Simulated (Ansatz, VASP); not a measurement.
# One calculation of H11C2NO4, two programs

```
CELL_PARAMETERS angstrom
5.49145 0.00000 0.00000
0.00000 5.49145 0.00000
0.00000 0.00000 5.49145
ATOMIC_POSITIONS crystal
O 0.61491 0.39932 0.91619
O 0.28734 0.65499 0.12788
O 0.90437 0.82547 0.88930
O 0.52194 0.07464 0.31259
H 0.55993 0.35399 0.75373
H 0.47596 0.50425 0.98968
H 0.14534 0.71901 0.03231
H 0.36021 0.80356 0.19781
H 0.93382 0.84379 0.71568
H 0.79695 0.67818 0.89776
H 0.57713 0.16016 0.16488
H 0.64023 0.94114 0.33837
H 0.97675 0.10751 0.42300
H 0.23367 0.29530 0.47666
H 0.01280 0.24514 0.71816
C 0.04013 0.27233 0.52188
C 0.90438 0.48058 0.44521
N 0.79574 0.65307 0.38867
```

Alike in both runs: functional PBE; dispersion D3(BJ); k mesh 1 × 1 × 1; occupations fermi-dirac, width 0.05 eV; no spin polarisation.

Ansatz relaxed the structure, and its values are those at the end. VASP's run is a single point on that final structure, the one shown.

|  | VASP | Ansatz |
| --- | --- | --- |
| version | VASP 6.6.1 | Ansatz 0.2.0 |
| potentials or method | VASP PAW PBE potentials, release 64 (O, H, C, N) | scalar-relativistic, plane waves, PAW |
| plane-wave cutoff (eV) | 520 | 420 |
| valence electrons in the cell | 48 | 48 |

|  | VASP | Ansatz | Ansatz less VASP |
| --- | --- | --- | --- |
| gap on the k mesh at the Fermi level (eV) | 5.42 | 5.42 | +0.007 |
| rms of the force components (eV/Å) | 0.108 | 0.109 | +0.0011 |
| dispersion energy (meV/atom) | -47.4 | -47.4 | -0.01 |

Caveats: the standard files for N, O and F lose accuracy on very short bonds.
